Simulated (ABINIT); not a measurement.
# BeTe (F-43m) in ABINIT: further runs

Aim: see how the results for BeTe move with the level of theory and the settings. Levels: PBE, PBE+D3, PBE+D3(BJ), PBE+D2. Tasks: equation of state.

All numbers are computed with ABINIT 10.8.3 (patched build); they aren't measurements. Logs are shortened: lines on timing, memory, paths and dates and some standing lists are left out, and cuts for length are marked. The log counts tension as positive stress, the text compression.

## 1. The structure

The structure is cubic, space group F-43m (No. 216). Conventional cell: a = 5.540 Å, b = 5.540 Å, c = 5.540 Å, α = 90.00°, β = 90.00°, γ = 90.00°. Te (site symmetry -43m) has 4 Be at 2.40 Å as nearest neighbours. Around Be (site symmetry -43m) lie 4 Te at 2.40 Å.

## 2. Equation of state, PBE

File run.abi:

```
ndtset 7
getwfk -1
scalecart1 3*0.9795861087
scalecart2 3*0.9864848297
scalecart3 3*0.9932883884
scalecart4 3*1.0000000000
scalecart5 3*1.0066227096
scalecart6 3*1.0131594038
scalecart7 3*1.0196128224

pp_dirpath "./"
pseudos "Te.GGA_PBE-JTH.xml, Be.GGA_PBE-JTH.xml"

acell 3*1.0
rprim
     0.0000000000     5.2345413652     5.2345413652
     5.2345413652     0.0000000000     5.2345413652
     5.2345413652     5.2345413652     0.0000000000
ntypat 2
znucl 52 4
natom 2
typat 1 2
xred
     0.7500000000     0.7500000000     0.7500000000
     0.0000000000     0.0000000000     0.0000000000

ecut 19.0
pawecutdg 38.0
pawxcdev 0

kptopt 1
ngkpt 8 8 8
nshiftk 1
shiftk 0.0 0.0 0.0

ixc 11

nband 9
occopt 3
tsmear 0.00183747

nstep 100
tolvrs 1.0e-9

iomode 3
prtwf 1
prtden 0
prteig 0
prtebands 0
enunit 2
```

Potentials or basis: JTH PAW PBE v2.0.

Launch:

```bash
> abinit run.abi > log 2>&1
```

run.abo:

```text
.Version 10.8.3 of ABINIT
 DATASET    1 : space group F-4 3 m (#216); Bravais cF (face-center cubic)
================================================================================
 Values of the parameters that define the memory need for DATASET  1.
     intxc =       0    ionmov =       0      iscf =      17    lmnmax =       8
     lnmax =       4     mgfft =      30  mpssoang =       2    mqgrid =    3001
     natom =       2  nloc_mem =       2    nspden =       1   nspinor =       1
    nsppol =       1      nsym =      24    n1xccc =       1    ntypat =       2
    occopt =       3   xclevel =       2
       mpw =        1076          nfft =       27000          nkpt =          29
 PAW method is used; the additional fine FFT grid is defined by:
   mgfftf=        45    nfftf =     91125
================================================================================
================================================================================
[... 71 lines left out ...]
 DATASET    7 : space group F-4 3 m (#216); Bravais cF (face-center cubic)
================================================================================
 Values of the parameters that define the memory need for DATASET  7.
     intxc =       0    ionmov =       0      iscf =      17    lmnmax =       8
     lnmax =       4     mgfft =      30  mpssoang =       2    mqgrid =    3001
     natom =       2  nloc_mem =       2    nspden =       1   nspinor =       1
    nsppol =       1      nsym =      24    n1xccc =       1    ntypat =       2
    occopt =       3   xclevel =       2
       mpw =        1219          nfft =       27000          nkpt =          29
 PAW method is used; the additional fine FFT grid is defined by:
   mgfftf=        45    nfftf =     91125
================================================================================
================================================================================

--------------------------------------------------------------------------------
------------- Echo of variables that govern the present computation ------------
--------------------------------------------------------------------------------
 -outvars: echo values of preprocessed input variables --------
            acell      1.0000000000E+00  1.0000000000E+00  1.0000000000E+00 Bohr
              amu      1.27600000E+02  9.01218200E+00
             ecut      1.90000000E+01 Hartree
           enunit           2
           getwfk          -1
              ixc          11
           jdtset        1    2    3    4    5    6    7
         kptrlatt        8    0    0      0    8    0      0    0    8
          kptrlen1     5.80131221E+01
          kptrlen2     5.84216787E+01
          kptrlen3     5.88245996E+01
          kptrlen4     5.92220751E+01
          kptrlen5     5.96142857E+01
          kptrlen6     6.00014023E+01
          kptrlen7     6.03835872E+01
            natom           2
            nband           9
           ndtset           7
            ngfft          30      30      30
          ngfftdg          45      45      45
             nkpt          29
            nstep         100
             nsym          24
           ntypat           2
           occopt           3
        pawecutdg      3.80000000E+01 Hartree
         pawxcdev           0
           prtden           0
        prtebands           0
           prteig           0
            rprim1     0.0000000000E+00  5.1276840068E+00  5.1276840068E+00
                       5.1276840068E+00  0.0000000000E+00  5.1276840068E+00
                       5.1276840068E+00  5.1276840068E+00  0.0000000000E+00
            rprim2     0.0000000000E+00  5.1637956472E+00  5.1637956472E+00
                       5.1637956472E+00  0.0000000000E+00  5.1637956472E+00
                       5.1637956472E+00  5.1637956472E+00  0.0000000000E+00
            rprim3     0.0000000000E+00  5.1994091567E+00  5.1994091567E+00
                       5.1994091567E+00  0.0000000000E+00  5.1994091567E+00
                       5.1994091567E+00  5.1994091567E+00  0.0000000000E+00
            rprim4     0.0000000000E+00  5.2345413652E+00  5.2345413652E+00
                       5.2345413652E+00  0.0000000000E+00  5.2345413652E+00
                       5.2345413652E+00  5.2345413652E+00  0.0000000000E+00
            rprim5     0.0000000000E+00  5.2692082126E+00  5.2692082126E+00
                       5.2692082126E+00  0.0000000000E+00  5.2692082126E+00
                       5.2692082126E+00  5.2692082126E+00  0.0000000000E+00
            rprim6     0.0000000000E+00  5.3034248087E+00  5.3034248087E+00
                       5.3034248087E+00  0.0000000000E+00  5.3034248087E+00
                       5.3034248087E+00  5.3034248087E+00  0.0000000000E+00
            rprim7     0.0000000000E+00  5.3372054953E+00  5.3372054953E+00
                       5.3372054953E+00  0.0000000000E+00  5.3372054953E+00
                       5.3372054953E+00  5.3372054953E+00  0.0000000000E+00
          spgroup         216
           tolvrs      1.00000000E-09
           tsmear      1.83747000E-03 Hartree
            typat      1  2
           useylm           1
           xangst1     4.0701802789E+00  4.0701802789E+00  4.0701802789E+00
                       0.0000000000E+00  0.0000000000E+00  0.0000000000E+00
           xangst2     4.0988444646E+00  4.0988444646E+00  4.0988444646E+00
                       0.0000000000E+00  0.0000000000E+00  0.0000000000E+00
           xangst3     4.1271132510E+00  4.1271132510E+00  4.1271132510E+00
                       0.0000000000E+00  0.0000000000E+00  0.0000000000E+00
           xangst4     4.1549999972E+00  4.1549999972E+00  4.1549999972E+00
                       0.0000000000E+00  0.0000000000E+00  0.0000000000E+00
           xangst5     4.1825173555E+00  4.1825173555E+00  4.1825173555E+00
                       0.0000000000E+00  0.0000000000E+00  0.0000000000E+00
           xangst6     4.2096773199E+00  4.2096773199E+00  4.2096773199E+00
                       0.0000000000E+00  0.0000000000E+00  0.0000000000E+00
           xangst7     4.2364912742E+00  4.2364912742E+00  4.2364912742E+00
                       0.0000000000E+00  0.0000000000E+00  0.0000000000E+00
            xcart1     7.6915260101E+00  7.6915260101E+00  7.6915260101E+00
                       0.0000000000E+00  0.0000000000E+00  0.0000000000E+00
            xcart2     7.7456934708E+00  7.7456934708E+00  7.7456934708E+00
                       0.0000000000E+00  0.0000000000E+00  0.0000000000E+00
            xcart3     7.7991137350E+00  7.7991137350E+00  7.7991137350E+00
                       0.0000000000E+00  0.0000000000E+00  0.0000000000E+00
            xcart4     7.8518120478E+00  7.8518120478E+00  7.8518120478E+00
                       0.0000000000E+00  0.0000000000E+00  0.0000000000E+00
            xcart5     7.9038123188E+00  7.9038123188E+00  7.9038123188E+00
                       0.0000000000E+00  0.0000000000E+00  0.0000000000E+00
            xcart6     7.9551372131E+00  7.9551372131E+00  7.9551372131E+00
                       0.0000000000E+00  0.0000000000E+00  0.0000000000E+00
            xcart7     8.0058082430E+00  8.0058082430E+00  8.0058082430E+00
                       0.0000000000E+00  0.0000000000E+00  0.0000000000E+00
             xred      7.5000000000E-01  7.5000000000E-01  7.5000000000E-01
                       0.0000000000E+00  0.0000000000E+00  0.0000000000E+00
            znucl       52.00000    4.00000

================================================================================

 chkinp: Checking input parameters for consistency, jdtset=   1.

 chkinp: Checking input parameters for consistency, jdtset=   2.
[... 40 lines left out ...]
 getcut: wavevector=  0.0000  0.0000  0.0000  ngfft=  45  45  45
         ecut(hartree)=     38.000   => boxcut(ratio)=   2.18655

--- Pseudopotential description ------------------------------------------------
- pspini: atom type   1  psp file is ./Te.GGA_PBE-JTH.xml
 Pseudopotential format is: paw10
 basis_size (lnmax)=  4 (lmn_size=  8), orbitals=   0   0   1   1
 Spheres core radius: rc_sph= 2.31107438
 Shapefunction is SIN type: shapef(r)=[sin(pi*r/rshp)/(pi*r/rshp)]**2
 Radius for shape functions =  2.10488624
 Compensation charge density is not taken into account in XC energy/potential

- pspini: atom type   2  psp file is ./Be.GGA_PBE-JTH.xml
 Pseudopotential format is: paw10
 basis_size (lnmax)=  4 (lmn_size=  8), orbitals=   0   0   1   1
 Spheres core radius: rc_sph= 1.60727588
 Shapefunction is SIN type: shapef(r)=[sin(pi*r/rshp)/(pi*r/rshp)]**2
 Radius for shape functions =  1.40108027
 Compensation charge density is not taken into account in XC energy/potential

   1.14173192E+03                                ecore*ucvol(ha*bohr**3)
--------------------------------------------------------------------------------

================================================================================

--- !BeginCycle
iteration_state: {dtset: 1, }
solver: {iscf: 17, nstep: 100, nline: 4, wfoptalg: 10, }
tolerances: {tolvrs: 1.00E-09, }
...
[... 1276 lines left out ...]
-Cartesian components of stress tensor (GPa)         [Pressure=  5.2212E-01 GPa]
- sigma(1 1)= -5.22116641E-01  sigma(3 2)=  0.00000000E+00
- sigma(2 2)= -5.22116641E-01  sigma(3 1)=  0.00000000E+00
- sigma(3 3)= -5.22116641E-01  sigma(2 1)=  0.00000000E+00

== END DATASET(S) ==============================================================
================================================================================

 -outvars: echo values of variables after computation  --------
            acell      1.0000000000E+00  1.0000000000E+00  1.0000000000E+00 Bohr
           etotal1    -2.3111434491E+01
           etotal2    -2.3113120546E+01
           etotal3    -2.3114458789E+01
           etotal4    -2.3115480943E+01
           etotal5    -2.3116208955E+01
           etotal6    -2.3116670453E+01
           etotal7    -2.3116894727E+01
            fcart1    -0.0000000000E+00 -0.0000000000E+00 -0.0000000000E+00
                      -0.0000000000E+00 -0.0000000000E+00 -0.0000000000E+00
            fcart2    -1.6295215569E-30 -8.1476077843E-31  3.2590431137E-30
                       1.6295215569E-30  8.1476077843E-31 -3.2590431137E-30
            fcart3     3.2367201999E-30  3.2367201999E-30 -9.7101605996E-30
                      -3.2367201999E-30 -3.2367201999E-30  9.7101605996E-30
            fcart4    -8.0374914776E-31 -8.0374914776E-31  2.4112474433E-30
                       8.0374914776E-31  8.0374914776E-31 -2.4112474433E-30
            fcart5    -0.0000000000E+00 -0.0000000000E+00 -0.0000000000E+00
                      -0.0000000000E+00 -0.0000000000E+00 -0.0000000000E+00
[... 38 lines left out ...]
                       0.0000000000E+00  0.0000000000E+00  0.0000000000E+00
           xangst1     4.0701802789E+00  4.0701802789E+00  4.0701802789E+00
                       0.0000000000E+00  0.0000000000E+00  0.0000000000E+00
           xangst2     4.0988444646E+00  4.0988444646E+00  4.0988444646E+00
                       0.0000000000E+00  0.0000000000E+00  0.0000000000E+00
           xangst3     4.1271132510E+00  4.1271132510E+00  4.1271132510E+00
                       0.0000000000E+00  0.0000000000E+00  0.0000000000E+00
           xangst4     4.1549999972E+00  4.1549999972E+00  4.1549999972E+00
                       0.0000000000E+00  0.0000000000E+00  0.0000000000E+00
           xangst5     4.1825173555E+00  4.1825173555E+00  4.1825173555E+00
                       0.0000000000E+00  0.0000000000E+00  0.0000000000E+00
           xangst6     4.2096773199E+00  4.2096773199E+00  4.2096773199E+00
                       0.0000000000E+00  0.0000000000E+00  0.0000000000E+00
           xangst7     4.2364912742E+00  4.2364912742E+00  4.2364912742E+00
                       0.0000000000E+00  0.0000000000E+00  0.0000000000E+00
             xred      7.5000000000E-01  7.5000000000E-01  7.5000000000E-01
                       0.0000000000E+00  0.0000000000E+00  0.0000000000E+00
 Calculation completed.
```

Wall time 55 s (1 thread of Arm Neoverse V1, shared host); peak memory 0.13 GiB.

What came out:

| Quantity | Value |
| --- | --- |
| Equilibrium volume | 22.74 Å³/atom (rough: see the caveat) |
| Bulk modulus | 58 GPa (rough) |

Energy against volume, from the lowest point:
```csv
volume (Å³/atom),energy (meV/atom)
19.979,74.29
20.404,51.35
20.829,33.14
21.254,19.24
21.679,9.33
22.104,3.05
22.529,0.00
```

Caveat: pressures at fixed basis lie under the slope of the energies; the minimum lies outside the volumes run.

(Continued in part 2 of 2.)
